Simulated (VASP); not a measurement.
Set up this calculation in VASP 6.6.1, as the native input.

| Property | Result |
| --- | --- |
| Task | relaxation of cell and atoms |
| Functional | r2SCAN |
| Potentials or basis | VASP PAW PBE potentials, release 64 (Ga_d, N) |
| Cutoff | 600 eV |
| k mesh | 12 × 12 × 5 |
| Occupations | gaussian, width 0.03 eV |
| Spin | no spin polarisation |
| Further INCAR settings | ALGO = Normal; EDIFF = 1e-07; IBRION = 2; EDIFFG = -0.005; NSW = 90; ISIF = 3 |

The structure of GaN lies in POSCAR:

```
GaN                                     
1.0
    3.1881448991      0.0000000000      0.0000000000
   -1.5940724496      2.7610144695     -0.0000000000
    0.0000000000      0.0000000000      5.1960951837
  Ga              N             
     2     2
Direct
     0.3333333300000021    0.6666666699999979    0.9991606913428285
     0.6666666699999979    0.3333333300000021    0.4991606913428285
     0.3333333300000021    0.6666666699999979    0.3758393086571715
     0.6666666699999979    0.3333333300000021    0.8758393086571715
```

The input as run:

INCAR

```
SYSTEM = GaN
  ALGO = Normal
  EDIFF = 1E-7
  EDIFFG = -0.005
  ENCUT = 600
  IBRION = 2
  ISIF = 3
  ISMEAR = 0
  LASPH = .TRUE.
  LCHARG = .FALSE.
  LMIXTAU = .TRUE.
  LREAL = .FALSE.
  LWAVE = .FALSE.
  METAGGA = R2SCAN
  NELM = 80
  NSW = 90
  PREC = Accurate
  SIGMA = 0.03
```

KPOINTS

```
k-points
0
G
  12 12 5
  0 0 0
```

Potentials or basis: VASP PAW PBE potentials, release 64 (Ga_d, N).

Command:

```console
$ cat potpaw_PBE.64/Ga_d/POTCAR potpaw_PBE.64/N/POTCAR > POTCAR
$ mpirun -np 1 vasp_std > vasp.out
```

It gave:

The relaxed volume is 11.44 Å³/atom and the relaxed cell is a = 3.189 Å, b = 3.189 Å, c = 5.195 Å, α = 90.00°, β = 90.00°, γ = 120.00°. The space group after relaxing (to 0.05 Å) is P6_3mc (No. 186), the energy gained by relaxing is 0.0 meV/atom and the ionic steps are 3. The pressure after relaxing is 0.0 GPa, the largest force after relaxing is 0.004 eV/Å and the band gap on the k mesh is 2.30 eV, direct.

Caveat: the PAW data sets were made with another functional, which shifts forces and pressure a little.

It took 9.6 min on 1 thread of Intel(R) Xeon(R) Platinum 8488C (Sapphire Rapids), on a shared host, peak memory 0.22 GiB.
